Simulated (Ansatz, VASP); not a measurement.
**PbSe: VASP beside Ansatz**

INCAR

```
SYSTEM = PbSe
PREC     = Accurate       ! precision mode
ENCUT    = 520            ! plane-wave cutoff, eV
EDIFF    = 1E-7           ! SCF threshold, eV
ISMEAR   = -1             ! smearing method
SIGMA    = 0.05           ! smearing width, eV
LREAL    = .FALSE.        ! projectors in reciprocal space
LASPH    = .TRUE.         ! aspherical terms in the spheres
NELM     = 80             ! most SCF steps
ALGO     = Normal         ! electronic algorithm
ISIF     = 2              ! what is computed and relaxed
LWAVE    = .FALSE.        ! write WAVECAR
LCHARG   = .FALSE.        ! write CHGCAR
GGA      = PE             ! functional
NBANDS   = 17             ! bands
```

KPOINTS

```
regular mesh
0
G
  7 7 7
  0 0 0
```

File POSCAR:

```
PbSe
1.0
    3.7589231005      0.0000000000      0.0000000000
    0.0000000000      3.7589231005      0.0000000000
    0.0000000000      0.0000000000      3.7589231005
Pb Se
1 1
Direct
    0.0000000000      0.0000000000      0.0000000000
    0.5000000000      0.5000000000      0.5000000000
```

Contents of input.yaml:

```yaml
crystal:
  lattice:
    - [3.7589231005, 0.0, 0.0]
    - [0.0, 3.7589231005, 0.0]
    - [0.0, 0.0, 3.7589231005]
  atoms:
    - { symbol: Pb, position: [0.0, 0.0, 0.0] }
    - { symbol: Se, position: [0.5, 0.5, 0.5] }
hamiltonian:
  xc: pbe
  pseudopotentials: { kind: paw }
kpoints:
  mp_grid: { grid: [7, 7, 7] }
scf:
  occupations: { method: fermi_dirac, width: 0.05 }
output:
  forces: true
  stress: true
  eigenvalues: true
```

Change from the starting cell: volume scaled by 0.98.

Alike in both runs: task single point; functional PBE; k mesh 7 × 7 × 7; occupations fermi-dirac, width 0.05 eV; no spin polarisation.

|  | VASP | Ansatz |
| --- | --- | --- |
| version | VASP 6.6.1 | Ansatz 0.2.0 |
| potentials or method | VASP PAW PBE potentials, release 64 (Pb_d, Se) | Ansatz PAW |
| plane-wave cutoff (eV) | 520 | 420 |
| valence electrons in the cell | 20 | 30 |

```csv
,VASP,Ansatz,Ansatz less VASP
gap on the k mesh at the Fermi level (eV),none,none,-
pressure (GPa),0.8,0.8,+0.01
```

A gap of «none» marks a metal or a gap that the smearing closes. The two sets of potentials don't hold the same shells in valence.

Spin-orbit coupling is left out, which matters for the levels of Pb.
